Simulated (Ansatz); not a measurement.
# NaF (Villiaumite) (Fm-3m) in Ansatz: a series of runs

The runs below take NaF (Villiaumite) through single point, equation of state, with PBEsol.

Program: Ansatz 0.2.0. These are calculated values, not measurements. Logs are shortened: lines on timing, memory, paths and dates and some standing lists are left out, and cuts for length are marked.

### 1 The crystal as given

It takes space group Fm-3m (No. 225, cubic). The conventional cell has a = 4.640 Å, b = 4.640 Å, c = 4.640 Å, α = 90.00°, β = 90.00°, γ = 90.00°. Na (site symmetry m-3m) is surrounded by 6 F at 2.32 Å. F (site symmetry m-3m) has 6 Na at 2.32 Å as nearest neighbours.

### 2 Single point, PBEsol, 11.74 Å³/atom (volume scaled by 0.94)

Contents of input.yaml:

```yaml
crystal:
  lattice:
    - [0.0, 2.2726397722, 2.2726397722]
    - [2.2726397722, 0.0, 2.2726397722]
    - [2.2726397722, 2.2726397722, 0.0]
  atoms:
    - { symbol: Na, position: [0.0, 0.0, 0.0] }
    - { symbol: F, position: [0.5, 0.5, 0.5] }
kpoints:
  mp_grid: { grid: [10, 10, 10] }
scf:
  occupations: { method: fermi_dirac, width: 0.05 }
hamiltonian:
  xc: pbesol
  pseudopotentials: { kind: all_electron, lapw: { basis_error: 0.001 } }
output:
  forces: true
  stress: true
  eigenvalues: true
```

Potentials or basis: all-electron LAPW, scalar-relativistic.

On the command line:

```
ansatz run input.yaml --threads 1 --pin off --max-ram 3072MiB --backend cpu --events-out ev --progress --plain --runs-dir out
```

Log:

```text
Warning: RAYON_NUM_THREADS=1 ignored (pool sized by the plan → 1); use --threads N
LAPW: plane waves up to 8.468 Å⁻¹, error target 1.0e-3 eV per atom; small_component_spin mean_spin; F in spheres of 1.133 Å, 7 of its electrons in bands, Dirac shells []; Na in spheres of 1.140 Å, 9 of its electrons in bands, Dirac shells [] (how accurate: hamiltonian.pseudopotentials.lapw.basis_error, Limitations)
Engine: ansatz 0.2.0, x86_64-unknown-linux-gnu
Pseudopotentials: kind: all_electron
Pseudopotential: Na, LAPW, valence charge 9, lapw/all_electron/scalar/gaussian/Na, Koelling and Harmon's equation, gaussian nucleus
Pseudopotential: F, LAPW, valence charge 7, lapw/all_electron/scalar/gaussian/F, Koelling and Harmon's equation, gaussian nucleus
Functional definition: PBEsol
  exchange = pbesol_x
  correlation = pbesol_c
Crystal: 2 atoms, lattice volume = 23.476 Å³
Basis set: ecut = 273.18620876736094 eV, 259 PW (Γ), exchange–correlation at level 2
Bands: 12, of which v1, the nominal top of the filled ones, is band 8 counted from 1 (7 counted from 0)
Symmetry: 48 space group operations
Space group: Fm-3m (ITA 225), of the structure as read, at distance tolerance 2.9e-5 Å
k-points: 47 of 1000
Non-local potential: Na, projectors of the file, none
Non-local potential: F, projectors of the file, none
Initial density: superposition of atomic densities (chi_scale 0.1, normalization cell, long waves kept (reshape's long-wave potential 0.00 eV rms))
Initial wavefunctions: plane waves of lowest kinetic energy (no species holds an atomic orbital)
Functional: x = pbesol(κ = 0.804, μ = 0.12345679012345678), c = pbesol(β = 0.046)
iter 1 solved again at ethr=4.74e-3 eV; its pass at ethr=1.00e-1 eV (dr2=7.58e-1 eV) is discarded
SCF iter   1: F=—  HF=-7123.807422 eV  |F-HF|=—  |Δ(HF+E_count)|=         —  Δρ=5.15e-2  dr2=7.58e-1  ethr=4.74e-3  ⟨swp⟩=2.0  Hψ=3622  notcnv=0
preconditioner: auto → none  [insulator: Δε(μ)=8.440 eV  Ē_g=27.008 eV  σ=0.050 eV  W_gap=1.00  n_scr=8 (ndim 8)  ℏωp=28.7 eV  f_vac=0.000  D(μ)=0.00/eV (n_scr^D=0)  ε∞_Penn≈2.1]
iter 2 solved again at ethr=2.33e-5 eV; its pass at ethr=4.73e-3 eV (dr2=3.72e-3 eV) is discarded
SCF iter   2: F=—  HF=-7123.145865 eV  |F-HF|=—  |Δ(HF+E_count)|=   6.62e-1  Δρ=5.83e-3  dr2=3.71e-3  ethr=2.33e-5  ⟨swp⟩=2.6  Hψ=3046  notcnv=0
SCF iter   3: F=—  HF=-7123.003203 eV  |F-HF|=—  |Δ(HF+E_count)|=   1.43e-1  Δρ=1.05e-2  dr2=3.26e-2  ethr=2.32e-5  ⟨swp⟩=3.0  Hψ=1895  notcnv=0
SCF iter   4: F=—  HF=-7123.002954 eV  |F-HF|=—  |Δ(HF+E_count)|=         —  Δρ=5.52e-4  dr2=6.50e-5  ethr=2.32e-5  ⟨swp⟩=3.0  Hψ=1834  notcnv=0
the basis was enlarged: its passes take 125.9 KiB over the memory plan, 1 of 1 planned eigensolver slots
SCF iter   5: F=—  HF=-7123.003120 eV  |F-HF|=—  |Δ(HF+E_count)|=   1.66e-4  Δρ=1.92e-4  dr2=9.71e-6  ethr=4.06e-7  ⟨swp⟩=3.0  Hψ=1585  notcnv=0
SCF iter   6: F=—  HF=-7123.003122 eV  |F-HF|=—  |Δ(HF+E_count)|=   1.96e-6  Δρ=1.02e-4  dr2=2.96e-6  ethr=6.07e-8  ⟨swp⟩=2.9  Hψ=1560  notcnv=0
SCF iter   7: F=-7123.003121 eV  HF=-7123.003121 eV  |F-HF|=1.22e-8  |Δ(HF+E_count)|=   9.31e-7  Δρ=6.31e-6  dr2=9.89e-9  ethr=1.85e-8  ⟨swp⟩=2.0  Hψ=1505  notcnv=0
SCF 1 converged in 7 iterations: F = -7123.003121 eV  dr2 = 9.89e-9
SCF converged after 7 iterations
Free energy (F): -7123.003121 eV
Harris-Foulkes:  -7123.003121 eV  (|F-HF|=1.22e-8)
Internal energy: -7123.003121 eV  (E = F + TS)
E sigma→0 (E₀):  -7123.003121 eV
Fermi energy:    4.481821 eV
--- Per-component energies (eV) ---
  E_band       = -228.987291
  E_kinetic    = 7122.329743
  E_xc         = -657.248702
  E_electrostatic = -13588.084162  (all electrons and nuclei)
  E_smearing   = -0.000000  (= −TS)
  E_closure    = 0.000000  (closes the sum)
  E_atoms      = -7114.259834  (free atoms, spherical and without spin; not in F)
  Σ components = -7123.003121   (vs F -7123.003121, Δ=0.00e0)
  Basis errors (estimates in eV, not in F): energy 3.7e-4 per atom: plane waves 3.4e-4 (1.8e-4 summed), levels above the bands 8.7e-147, relativity 3.1e-8, radial functions 3.6e-5, core shells 1.3e-8; eigenvalues (radial functions only) 4.0e-5; not estimated: angular momenta, meshes, grids; target (lapw.basis_error) 1.0e-3; muffin-tin radii F 1.133 Å, Na 1.140 Å
--- Forces (eV/Å), atoms counted from 1 ---
  atom   1  Na    -0.00000000     0.00000000    -0.00000000
  atom   2  F      0.00000000    -0.00000000    -0.00000000
  max |Σ_I F_I| component: 1.09e-29 eV/Å
--- Stress (GPa, compression-positive) ---
        3.037223       0.000000       0.000000
        0.000000       3.037223       0.000000
        0.000000       0.000000       3.037223
  P = ⅓ Tr σ = 3.0372 GPa (30.372 kbar)
--- Band table (eV; the first three rows and the last of 47) ---
  k-point 0: bands = ["-45.4646", "-17.9953", "-17.4919", "-17.4919", "-17.4919", "1.1506", "1.1506", "1.1506", "7.6343", "20.3797", "20.3797", "20.3797"]
  k-point 1: bands = ["-45.4629", "-18.1106", "-17.4933", "-17.4933", "-17.3622", "0.9343", "1.1222", "1.1222", "8.0094", "19.0486", "20.5528", "20.5528"]
  k-point 2: bands = ["-45.4584", "-18.3023", "-17.4969", "-17.4969", "-17.1323", "0.4375", "1.0487", "1.0487", "8.9668", "17.2707", "20.9963", "20.9963"]
  k-point 46: bands = ["-45.4411", "-18.1257", "-17.6299", "-17.5959", "-17.0991", "0.0534", "0.3451", "0.5369", "14.5372", "14.5865", "16.6473", "18.9795"]
```

Wall time 4.4 s (1 thread of Intel Xeon Platinum 8259CL at 2.50GHz (Skylake/Cascade Lake), shared host); peak memory 0.3 GiB.

What came out:

```yaml
Free_energy: -7123.0031 eV
Pressure: 3.0 GPa
Band_gap_on_the_k_mesh: 6.48 eV, direct
```

### 3 Single point, PBEsol, 11.99 Å³/atom (volume scaled by 0.96)

Edit input.yaml of step 2 so:

```diff
@@ -2,5 +2,5 @@
   lattice:
-    - [0.0, 2.2726397722, 2.2726397722]
-    - [2.2726397722, 0.0, 2.2726397722]
-    - [2.2726397722, 2.2726397722, 0.0]
+    - [0.0, 2.288644805, 2.288644805]
+    - [2.288644805, 0.0, 2.288644805]
+    - [2.288644805, 2.288644805, 0.0]
   atoms:
```

Potentials or basis: all-electron LAPW, scalar-relativistic.

On the command line:

```
ansatz run input.yaml --threads 1 --pin off --max-ram 3072MiB --backend cpu --events-out ev --progress --plain --runs-dir out
```

Run time: 4.3 s. Hardware: 1 thread of Intel Xeon Platinum 8259CL at 2.50GHz (Skylake/Cascade Lake), shared host; peak memory 0.3 GiB.

It converged, with:

```yaml
Free_energy: -7123.0106 eV
Pressure: 1.8 GPa
Band_gap_on_the_k_mesh: 6.37 eV, direct
```

### 4 Single point, PBEsol, 12.24 Å³/atom (volume scaled by 0.98)

Edit input.yaml of step 3 so:

```diff
@@ -2,5 +2,5 @@
   lattice:
-    - [0.0, 2.288644805, 2.288644805]
-    - [2.288644805, 0.0, 2.288644805]
-    - [2.288644805, 2.288644805, 0.0]
+    - [0.0, 2.304429061, 2.304429061]
+    - [2.304429061, 0.0, 2.304429061]
+    - [2.304429061, 2.304429061, 0.0]
   atoms:
```

On the command line:

```
ansatz run input.yaml --threads 1 --pin off --max-ram 3072MiB --backend cpu --events-out ev --progress --plain --runs-dir out
```

Run time: 4.5 s. Hardware: 1 thread of Intel Xeon Platinum 8259CL at 2.50GHz (Skylake/Cascade Lake), shared host; peak memory 0.3 GiB.

Results (log left out):

* Free energy: -7123.0144 eV
* Pressure: 0.7 GPa
* Band gap on the k mesh: 6.26 eV, direct

### 5 Single point, PBEsol, 12.49 Å³/atom

Edit input.yaml of step 4 so:

```diff
@@ -2,5 +2,5 @@
   lattice:
-    - [0.0, 2.304429061, 2.304429061]
-    - [2.304429061, 0.0, 2.304429061]
-    - [2.304429061, 2.304429061, 0.0]
+    - [0.0, 2.32, 2.32]
+    - [2.32, 0.0, 2.32]
+    - [2.32, 2.32, 0.0]
   atoms:
```

On the command line:

```
ansatz run input.yaml --threads 1 --pin off --max-ram 3072MiB --backend cpu --events-out ev --progress --plain --runs-dir out
```

Run time: 4.5 s. Hardware: 1 thread of Intel Xeon Platinum 8259CL at 2.50GHz (Skylake/Cascade Lake), shared host; peak memory 0.29 GiB.

The run converged. Its results:

| Item | Value |
| --- | --- |
| Free energy | -7123.0150 eV |
| Pressure | -0.3 GPa |
| Band gap on the k mesh | 6.15 eV, direct |

### 6 Single point, PBEsol, 12.74 Å³/atom (volume scaled by 1.02)

Edit input.yaml of step 5 so:

```diff
@@ -2,5 +2,5 @@
   lattice:
-    - [0.0, 2.32, 2.32]
-    - [2.32, 0.0, 2.32]
-    - [2.32, 2.32, 0.0]
+    - [0.0, 2.3353646862, 2.3353646862]
+    - [2.3353646862, 0.0, 2.3353646862]
+    - [2.3353646862, 2.3353646862, 0.0]
   atoms:
```

Potentials or basis: all-electron LAPW, scalar-relativistic.

On the command line:

```
ansatz run input.yaml --threads 1 --pin off --max-ram 3072MiB --backend cpu --events-out ev --progress --plain --runs-dir out
```

Run time: 4.4 s. Hardware: 1 thread of Intel Xeon Platinum 8259CL at 2.50GHz (Skylake/Cascade Lake), shared host; peak memory 0.3 GiB.

It converged, with:

* Free energy: -7123.0125 eV
* Pressure: -1.2 GPa
* Band gap on the k mesh: 6.05 eV, direct

### 7 Single point, PBEsol, 12.99 Å³/atom (volume scaled by 1.04)

Edit input.yaml of step 6 so:

```diff
@@ -2,5 +2,5 @@
   lattice:
-    - [0.0, 2.3353646862, 2.3353646862]
-    - [2.3353646862, 0.0, 2.3353646862]
-    - [2.3353646862, 2.3353646862, 0.0]
+    - [0.0, 2.3505298169, 2.3505298169]
+    - [2.3505298169, 0.0, 2.3505298169]
+    - [2.3505298169, 2.3505298169, 0.0]
   atoms:
```

On the command line:

```
ansatz run input.yaml --threads 1 --pin off --max-ram 3072MiB --backend cpu --events-out ev --progress --plain --runs-dir out
```

It took 4.6 s on 1 thread of Intel Xeon Platinum 8259CL at 2.50GHz (Skylake/Cascade Lake), shared host; peak memory 0.3 GiB.

It converged, with:

```yaml
Free_energy: -7123.0075 eV
Pressure: -2.0 GPa
Band_gap_on_the_k_mesh: 5.95 eV, direct
```

### 8 Single point, PBEsol, 13.24 Å³/atom (volume scaled by 1.06)

Edit input.yaml of step 7 so:

```diff
@@ -2,5 +2,5 @@
   lattice:
-    - [0.0, 2.3505298169, 2.3505298169]
-    - [2.3505298169, 0.0, 2.3505298169]
-    - [2.3505298169, 2.3505298169, 0.0]
+    - [0.0, 2.365501748, 2.365501748]
+    - [2.365501748, 0.0, 2.365501748]
+    - [2.365501748, 2.365501748, 0.0]
   atoms:
```

On the command line:

```
ansatz run input.yaml --threads 1 --pin off --max-ram 3072MiB --backend cpu --events-out ev --progress --plain --runs-dir out
```

It took 4.8 s on 1 thread of Intel Xeon Platinum 8259CL at 2.50GHz (Skylake/Cascade Lake), shared host; peak memory 0.28 GiB.

Results (log left out):

- Free energy: -7123.0002 eV
- Pressure: -2.7 GPa
- Band gap on the k mesh: 5.86 eV, direct

### 9 Equation of state, PBEsol

Potentials or basis: all-electron LAPW, scalar-relativistic.

This step only gathers the single runs of the series.

What came out:

```
Equilibrium volume                      : 12.40 Å³/atom
Bulk modulus                            : 48 GPa
Pressure derivative of the bulk modulus : 4.6
```

Energy against volume, from the lowest point:
| volume (Å³/atom) | energy (meV/atom) |
| --- | --- |
| 11.738 | 5.92 |
| 11.988 | 2.17 |
| 12.237 | 0.26 |
| 12.487 | 0.00 |
| 12.737 | 1.20 |
| 12.987 | 3.72 |
| 13.236 | 7.40 |
